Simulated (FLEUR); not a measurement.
# MgB2 (P6/mmm) in FLEUR: a series of runs, part 2 of 2

FLEUR MaX-R8.1 (later development tree). Earlier steps stand in the parts before.

**5. Equation of state, Wu-Cohen GGA, 9.68 Å³/atom**

Changes to inp.xml since step 4:

```diff
@@ -24,3 +24,3 @@
       <xi:include xmlns:xi="http://www.w3.org/2001/XInclude" href="sym.xml"> </xi:include>
-      <bulkLattice scale="0.9864848297">
+      <bulkLattice scale="1.0000000000">
          <bravaisMatrix>
```

Launch:

```
inpgen -f crystal.txt -profile fastHighL
# inp.xml edited to the form shown
fleur_MPI
```

Wall time 34 s (1 thread of Intel Xeon 6975P-C (Granite Rapids), shared host); peak memory 0.08 GiB.

It converged, with:

* Free energy: -6795.5845 eV
* Band gap on the k mesh: none (metal or under the smearing width)
* Valence electrons inside the program's atomic spheres: Mg 9.43; B 1.34 (radii Mg 2.66, B 1.51 bohr)

**6. Equation of state, Wu-Cohen GGA, 10.07 Å³/atom (volume scaled by 1.04)**

Changes to inp.xml since step 5:

```diff
@@ -24,3 +24,3 @@
       <xi:include xmlns:xi="http://www.w3.org/2001/XInclude" href="sym.xml"> </xi:include>
-      <bulkLattice scale="1.0000000000">
+      <bulkLattice scale="1.0131594038">
          <bravaisMatrix>
```

Potentials or basis: all-electron, FLAPW.

Launch:

```
inpgen -f crystal.txt -profile fastHighL
# inp.xml edited to the form shown
fleur_MPI
```

Wall time 36 s (1 thread of Intel Xeon 6975P-C (Granite Rapids), shared host); peak memory 0.08 GiB.

Results (log left out):

| Property | Result |
| --- | --- |
| Free energy | -6795.5446 eV |
| Band gap on the k mesh | none (metal or under the smearing width) |
| Valence electrons inside the program's atomic spheres | Mg 9.35; B 1.31 (radii Mg 2.66, B 1.51 bohr) |

**7. Equation of state, Wu-Cohen GGA, 10.26 Å³/atom (volume scaled by 1.06)**

Changes to inp.xml since step 6:

```diff
@@ -24,3 +24,3 @@
       <xi:include xmlns:xi="http://www.w3.org/2001/XInclude" href="sym.xml"> </xi:include>
-      <bulkLattice scale="1.0131594038">
+      <bulkLattice scale="1.0196128224">
          <bravaisMatrix>
```

Launch:

```
inpgen -f crystal.txt -profile fastHighL
# inp.xml edited to the form shown
fleur_MPI
```

It took 36 s on 1 thread of Intel Xeon 6975P-C (Granite Rapids), shared host; peak memory 0.08 GiB.

Results (log left out):

```
Free energy                                           : -6795.5113 eV
Band gap on the k mesh                                : none (metal or under the smearing width)
Valence electrons inside the program's atomic spheres : Mg 9.31; B 1.30 (radii Mg 2.66, B 1.51 bohr)
```

**8. Equation of state, Wu-Cohen GGA**

This step only gathers the single runs of the series.

Results:

```
Equilibrium volume                        : 9.50 Å³/atom
Bulk modulus at fixed shape and positions : 155 GPa
Pressure derivative of the bulk modulus   : 3.7 (rough: it moves with the points fitted)
```

Energy against volume, from the lowest point:
```tsv
volume (Å³/atom)	energy (meV/atom)
9.098	7.22
9.292	0.73
9.679	0.00
10.066	13.30
10.260	24.41
```

Caveat: the cell was scaled at fixed shape and fractional positions, which overstates the stiffness of a crystal with free parameters, most of all of layers and chains.
